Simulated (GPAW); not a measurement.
The system is Cu.

```
CELL_PARAMETERS angstrom
-1.45399 1.46431 1.37398
1.44871 -1.46799 1.37231
1.42515 1.43915 -1.37783
ATOMIC_POSITIONS crystal
Cu 0.00000 0.00000 0.00000
```

This isn't the form of Cu at room conditions, which is fcc.

The cell isn't the ideal one: cell sheared at random, sigma 0.01, atoms nudged by 0.01 Å.

```yaml
Program: GPAW 26.7.0
Task: relaxation of cell and atoms
Functional: PBEsol
Dispersion: D3(BJ)
Potentials_or_basis: PAW data sets generated in the run's folder for this functional
Cutoff: 600 eV
Basis: pw
k_mesh: 8 × 8 × 8
Occupations: fermi-dirac, width 0.05 eV
Spin: no spin polarisation
```

At the start: pressure -6.7 GPa; volume 11.46 Å³/atom.

Task: Where does the relaxation end?

Result: Over 41 steps the energy falls by 51.4 meV/atom and the volume is 11.00 Å³/atom (-4.0 %); space group Fm-3m (No. 225, to 0.05 Å).

Step by step:
```csv
step,energy change (eV),largest force (eV/Å),pressure (GPa),volume (Å³)
1,0.0000,0.0000,-6.65,11.46
3,-0.0101,0.0000,0.51,10.98
5,-0.0160,0.0000,-0.70,11.06
7,-0.0196,0.0000,-1.09,11.08
9,-0.0362,0.0000,0.66,10.98
11,-0.0399,0.0000,-0.36,11.04
13,-0.0500,0.0000,-0.34,11.02
15,-0.0051,0.0000,-11.16,11.86
17,-0.0504,0.0000,0.18,10.99
19,-0.0509,0.0000,0.07,11.00
21,-0.0511,0.0000,0.09,11.00
23,-0.0511,0.0000,0.16,10.99
25,-0.0511,0.0000,0.16,10.99
27,-0.0511,0.0000,0.10,11.00
29,-0.0511,0.0000,0.07,11.00
31,-0.0511,0.0000,0.11,11.00
33,-0.0511,0.0000,0.14,10.99
35,-0.0511,0.0000,0.17,10.99
37,-0.0511,0.0000,0.25,10.99
39,-0.0512,0.0000,0.36,10.98
41,-0.0514,0.0000,0.13,11.00
```

Final structure:
```
Cu
1.0
    -1.43695    1.62761    1.22714
     1.40528   -1.62799    1.27063
     1.08206    1.87585   -1.23411
Cu
1
Cartesian
  0.0000 0.0000 0.0000
```

Caveat: the k mesh is coarse (spacing up to 0.40 Å⁻¹), so the values aren't converged; with this Cu data set, volumes or pressures lay over 1.5 % or 2 GPa off other programs in two to four cells of ten; later steps reuse the first step's grids; pairwise dispersion overbinds metals, which lowers pressure and volume.
